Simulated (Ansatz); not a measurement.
Geometry optimisation in Ansatz: input, command and trajectory.

```yaml
crystal:
  lattice:
    - [-3.1682334082, 3.3315230893, 3.3315297032]
    - [3.1682334082, -3.3315230893, 3.3315297032]
    - [3.1682334082, 3.3315230893, -3.3315297032]
  atoms:
    - { symbol: Sn, position: [0.9999687264, 0.2499687264, 0.75] }
    - { symbol: Sn, position: [3.12736e-05, 0.7500312736, 0.25] }
    - { symbol: Sn, position: [0.5, 0.5, 0.5] }
    - { symbol: Sn, position: [0.5, 0.0, 0.0] }
    - { symbol: O, position: [0.1941001921, 0.1941267559, 0.5000265639] }
    - { symbol: O, position: [0.6941449339, 0.750044538, 0.9441003959] }
    - { symbol: O, position: [0.1941001921, 0.6940736282, 0.9999734361] }
    - { symbol: O, position: [0.3059441422, 0.750044538, 0.5558996041] }
    - { symbol: O, position: [0.6940558578, 0.249955462, 0.4441003959] }
    - { symbol: O, position: [0.3058550661, 0.249955462, 0.0558996041] }
    - { symbol: O, position: [0.8058998079, 0.3059263718, 2.65639e-05] }
    - { symbol: O, position: [0.8058998079, 0.8058732441, 0.4999734361] }
basis:
  ecutwfc: 500
kpoints:
  mp_grid: { grid: [6, 6, 6] }
hamiltonian:
  xc: r2scan
scf:
  occupations: { method: gaussian, width: 0.02 }
output:
  forces: true
  stress: true
  eigenvalues: true
relax:
  adjacent_minimum: "off"
  f_tol: 0.01
  max_steps: 30
  cell: { stress_tol: 0.1, fix: [volume] }
```

```bash
ansatz run input.yaml --threads 2 --pin off --max-ram 5120MiB --backend cpu --events-out ev --progress --plain --runs-dir out
```

Method: Ansatz 0.2.0, DFT r2SCAN, scalar-relativistic, plane waves, PAW.

The volume is held at 0.97 times that of the relaxed cell.

Of 5 frames 4 are shown, positions in Å and forces in eV/Å; the SCF threshold varies from step to step. Steps run on the plane waves of an earlier cell, with a Pulay correction in the pressure. The basis is chosen afresh for the last frame, the zero of the energies, and at times for earlier ones too; energy and pressure can step there, also at an unchanged geometry. Where two frames share a geometry here, they differ by under 2 meV/atom and 0.3 GPa.

```xyz
12
Lattice="-3.1682 3.3315 3.3315 3.1682 -3.3315 3.3315 3.1682 3.3315 -3.3315" Properties=species:S:1:pos:R:3:forces:R:3 pbc="T T T" step=1 free_energy_over_end_meV_per_atom=0.44 pressure_GPa=7.13
Sn    0.0000    4.9973    1.6656    0.0000    0.0000    0.0002
Sn    3.1682   -1.6658    1.6660    0.0000    0.0000   -0.0002
Sn    1.5841    1.6658    1.6658    0.0000    0.0000    0.0000
Sn   -1.5841    1.6658    1.6658    0.0000    0.0000    0.0000
O     1.5843    1.6658   -0.3725   -0.0002    0.0000    0.1116
O     3.1682    2.9591    1.6661    0.0000    0.1115   -0.0005
O     4.7522    1.6658   -0.3725    0.0002    0.0000    0.1116
O     3.1682    0.3725    1.6661    0.0000   -0.1115   -0.0005
O     0.0000    2.9591    1.6655    0.0000    0.1115    0.0005
O     0.0000    0.3725    1.6655    0.0000   -0.1115    0.0005
O    -1.5839    1.6658    3.7040   -0.0002    0.0000   -0.1116
O     1.5839    1.6658    3.7040    0.0002    0.0000   -0.1116
12
Lattice="-3.1803 3.3252 3.3252 3.1803 -3.3252 3.3252 3.1803 3.3252 -3.3252" Properties=species:S:1:pos:R:3:forces:R:3 pbc="T T T" step=2 free_energy_over_end_meV_per_atom=0.10 pressure_GPa=6.89
Sn    0.0000    4.9878    1.6625    0.0000    0.0000    0.0002
Sn    3.1803   -1.6626    1.6628    0.0000    0.0000   -0.0002
Sn    1.5901    1.6626    1.6626    0.0000    0.0000    0.0000
Sn   -1.5901    1.6626    1.6626    0.0000    0.0000    0.0000
O     1.5903    1.6626   -0.3718   -0.0004    0.0000    0.0856
O     3.1803    2.9534    1.6628    0.0000    0.0855   -0.0001
O     4.7703    1.6626   -0.3718    0.0004    0.0000    0.0856
O     3.1803    0.3718    1.6628    0.0000   -0.0855   -0.0001
O     0.0000    2.9534    1.6624    0.0000    0.0855    0.0001
O     0.0000    0.3718    1.6624    0.0000   -0.0855    0.0001
O    -1.5900    1.6626    3.6970   -0.0004    0.0000   -0.0856
O     1.5900    1.6626    3.6970    0.0004    0.0000   -0.0856
12
Lattice="-3.1820 3.3243 3.3243 3.1820 -3.3243 3.3243 3.1820 3.3243 -3.3243" Properties=species:S:1:pos:R:3:forces:R:3 pbc="T T T" step=3 free_energy_over_end_meV_per_atom=0.01 pressure_GPa=6.73
Sn    0.0000    4.9864    1.6620    0.0000    0.0000    0.0004
Sn    3.1820   -1.6621    1.6623    0.0000    0.0000   -0.0004
Sn    1.5910    1.6621    1.6621    0.0000    0.0000    0.0000
Sn   -1.5910    1.6621    1.6621    0.0000    0.0000    0.0000
O     1.5911    1.6621   -0.3678   -0.0001    0.0000   -0.0196
O     3.1820    2.9565    1.6622    0.0000   -0.0196   -0.0001
O     4.7730    1.6621   -0.3678    0.0001    0.0000   -0.0196
O     3.1820    0.3678    1.6622    0.0000    0.0196   -0.0001
O     0.0000    2.9565    1.6620    0.0000   -0.0196    0.0001
O     0.0000    0.3678    1.6620    0.0000    0.0196    0.0001
O    -1.5909    1.6621    3.6921   -0.0001    0.0000    0.0196
O     1.5909    1.6621    3.6921    0.0001    0.0000    0.0196
12
Lattice="-3.1825 3.3241 3.3241 3.1825 -3.3241 3.3241 3.1825 3.3241 -3.3241" Properties=species:S:1:pos:R:3:forces:R:3 pbc="T T T" step=5 free_energy_over_end_meV_per_atom=0.00 pressure_GPa=6.75
Sn    0.0000    4.9861    1.6619    0.0000    0.0000    0.0003
Sn    3.1825   -1.6620    1.6621    0.0000    0.0000   -0.0003
Sn    1.5912    1.6620    1.6620    0.0000    0.0000    0.0000
Sn   -1.5912    1.6620    1.6620    0.0000    0.0000    0.0000
O     1.5913    1.6620   -0.3685   -0.0001    0.0000   -0.0002
O     3.1825    2.9555    1.6621    0.0000   -0.0002   -0.0001
O     4.7737    1.6620   -0.3685    0.0001    0.0000   -0.0002
O     3.1825    0.3685    1.6621    0.0000    0.0002   -0.0001
O     0.0000    2.9555    1.6619    0.0000   -0.0002    0.0001
O     0.0000    0.3685    1.6619    0.0000    0.0002    0.0001
O    -1.5912    1.6620    3.6926   -0.0001    0.0000    0.0002
O     1.5912    1.6620    3.6926    0.0001    0.0000    0.0002
```

The run took 110 s on 2 threads of Arm Neoverse V2, on a shared host, peak memory 1 GiB.